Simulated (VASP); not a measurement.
**GaAs in VASP 6.6.1, single-point calculation**

INCAR

```
LREAL = .FALSE.
SIGMA = 0.02
ISIF = 2
LCHARG = .FALSE.
ENCUT = 520
PREC = Accurate
NELM = 120
LASPH = .TRUE.
ISMEAR = -1
NSW = 0
GGA = PE
NBANDS = 16
EDIFF = 0.0001
IBRION = -1
LWAVE = .FALSE.
```

KPOINTS

```
KPOINTS created by Atomic Simulation Environment
0
Gamma
8 8 8
0 0 0
```

POSCAR

```
Ga As
 1.0000000000000000
    -0.0000000000000000    2.8330850954523927    2.8330850954523927
     2.8330850954523927    0.0000000000000000    2.8330850954523927
     2.8330850954523927    2.8330850954523927    0.0000000000000000
 Ga  As
   1   1
Cartesian
  0.0000000000000000  0.0000000000000000  0.0000000000000000
  1.4165425477261964  1.4165425477261964  1.4165425477261964
```

The recommended PBE PAW datasets give the neutral cell 18 valence electrons.

Command

```
mpirun -np 1 vasp_std
```

Task: How does this run end, and what does it give?

Result: It converged. Results: gap between bands v and c on the k mesh 0.47 eV; least direct gap on the k mesh 0.47 eV; pressure 3.2 GPa. Band v is the last that the valence electrons fill when counted band by band, and c is the next.

OSZICAR

```
N       E                     dE             d eps       ncg     rms          rms(c)
DAV:   1     0.825976195047E+02    0.82598E+02   -0.89670E+03   936   0.152E+03
DAV:   2    -0.182530373347E+01   -0.84423E+02   -0.80470E+02  1048   0.308E+02
DAV:   3    -0.831610272720E+01   -0.64908E+01   -0.64692E+01  1160   0.666E+01
DAV:   4    -0.841082715956E+01   -0.94724E-01   -0.94712E-01  1120   0.871E+00
DAV:   5    -0.841222666533E+01   -0.13995E-02   -0.13995E-02  1192   0.987E-01    0.288E+00
DAV:   6    -0.827122142036E+01    0.14101E+00   -0.21078E-01  1424   0.787E+00    0.174E+00
DAV:   7    -0.825176025270E+01    0.19461E-01   -0.63115E-02  1168   0.180E+00    0.560E-01
DAV:   8    -0.825259961641E+01   -0.83936E-03   -0.10227E-02  1080   0.114E+00    0.107E-01
DAV:   9    -0.825299927633E+01   -0.39966E-03   -0.94193E-04  1152   0.363E-01    0.507E-02
DAV:  10    -0.825306493272E+01   -0.65656E-04   -0.60105E-05   856   0.868E-02
   1 F= -.82530649E+01 E0= -.82530649E+01  d E =-.284143E-07
```

Standard output (part)

```
POSCAR found type information on POSCAR GaAs
 POSCAR found :  2 types and       2 ions
 LDA part: xc-table for (Slater+PW92), standard interpolation
 POSCAR, INCAR and KPOINTS ok, starting setup
 WAVECAR not read
 entering main loop
```

For comparison, a separate PBE run of the intended cell, on usual settings and not on those above, gives a gap of 0.47 eV on its mesh and a pressure of 3.0 GPa.
